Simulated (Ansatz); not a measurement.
LaAlO3 (R-3c-perovskite type, space group R-3c)

```yaml
crystal:
  lattice:
    - [2.68351, 1.54933, 4.36933]
    - [-2.68351, 1.54933, 4.36933]
    - [0.00000, -3.09866, 4.36933]
  atoms:
    - { symbol: La, position: [0.25000, 0.25000, 0.25000] }
    - { symbol: La, position: [0.75000, 0.75000, 0.75000] }
    - { symbol: Al, position: [0.00000, 0.00000, 0.00000] }
    - { symbol: Al, position: [0.50000, 0.50000, 0.50000] }
    - { symbol: O, position: [0.77935, 0.72065, 0.25000] }
    - { symbol: O, position: [0.25000, 0.77935, 0.72065] }
    - { symbol: O, position: [0.72065, 0.25000, 0.77935] }
    - { symbol: O, position: [0.22065, 0.27935, 0.75000] }
    - { symbol: O, position: [0.75000, 0.22065, 0.27935] }
    - { symbol: O, position: [0.27935, 0.75000, 0.22065] }
```

E(V) scan at fixed shape, V₀ the volume above. The atoms relax within the cell's symmetry.

Calculation: r2SCAN (plane waves to 500 eV, PAW, scalar-relativistic; Ansatz, a program for electronic structure). k mesh 8×8×8 (Γ-centred), Fermi-Dirac smearing 0.05 eV. The energy includes the smearing's −TS. The relaxing atoms change the space group within the scan (R-3m at V/V₀ = 0.840), so nothing is fitted. LaAlO3 is run without spin polarisation. LaAlO3 was relaxed with its symmetry unable to fall. The PAW data are Ansatz's earlier set. The zero of ΔE is the relaxed starting cell.

Question: Estimate the ΔE (kJ/mol of atoms) for V/V₀ = 0.880, 0.960, 1.040, 1.080, 1.120, 1.160.

Answer: 
```csv
V/V₀,ΔE (kJ/mol of atoms)
0.880,11.89
0.960,1.13
1.040,0.98
1.080,3.68
1.120,7.76
1.160,12.96
```

(Under strain, the slope of the energy per volume gives the stress and its curvature an elastic modulus.)
